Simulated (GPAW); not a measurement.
Runs of GPAW 26.7.0 on Zn. It takes space group P6_3/mmc (No. 194, hexagonal). The conventional cell has a = 2.670 Å, b = 2.670 Å, c = 4.966 Å, α = 90.00°, β = 90.00°, γ = 120.00°. Zn (site symmetry -6m2) has 12 Zn at 2.67 to 2.92 Å as nearest neighbours. 

```csv
task,level,potentials or basis,cell,k mesh,cutoff (eV),maxiter,optimizer,fmax,max steps,target pressure,gap on the mesh (eV),pressure (GPa)
single point,r2SCAN,"GPAW PAW data sets (gpaw-data 1.2.1), pw",as given,9 × 9 × 5,500,120,-,-,-,-,none,(a)
relaxation of cell and atoms,PBEsol,"PAW data sets generated in the run's folder for this functional, pw",relaxed to 2 GPa,8 × 8 × 4,600,150,BFGS,0.02 eV/Å,60,2 GPa,none,1.9
relaxation of cell and atoms,PBEsol,"PAW data sets generated in the run's folder for this functional, pw",relaxed to 20 GPa,8 × 8 × 4,600,150,BFGS,0.02 eV/Å,60,20 GPa,none,19.9
relaxation of cell and atoms,PBEsol,"PAW data sets generated in the run's folder for this functional, pw",relaxed to 10 GPa,8 × 8 × 4,600,150,BFGS,0.02 eV/Å,60,10 GPa,none,9.9
relaxation of cell and atoms,PBEsol,"PAW data sets generated in the run's folder for this functional, pw",relaxed to 30 GPa,8 × 8 × 4,600,150,BFGS,0.02 eV/Å,60,30 GPa,none,30.0
relaxation of cell and atoms,LDA,"the program's PAW data sets (release 1.2.1) made for this functional, pw",relaxed,8 × 8 × 4,600,150,FIRE,0.01 eV/Å,60,-,none,0.1
relaxation of cell and atoms,PBEsol,"PAW data sets generated in the run's folder for this functional, pw",relaxed to 5 GPa,8 × 8 × 4,600,150,BFGS,0.02 eV/Å,60,5 GPa,none,5.0
band structure,LDA,"the program's PAW data sets (release 1.2.1) made for this functional, pw",as given,8 × 8 × 4,600,150,-,-,-,-,-,-9.3
```

Alike in all rows: no spin polarisation; smearing fermi-dirac 0.05 eV.

**Question.** Fill in the values left out.

**Answer.** (a) -4.8.

Caveats: later steps reuse the first step's grids (some runs); the cutoff is short for stress and forces, so pressures can be off by a GPa or more (some runs); the PAW data sets were made with another functional, which shifts forces and pressure a little (some runs).

A gap of «none» marks a metal or a gap under the smearing width.

Runs at the PBE level aren't shown here.
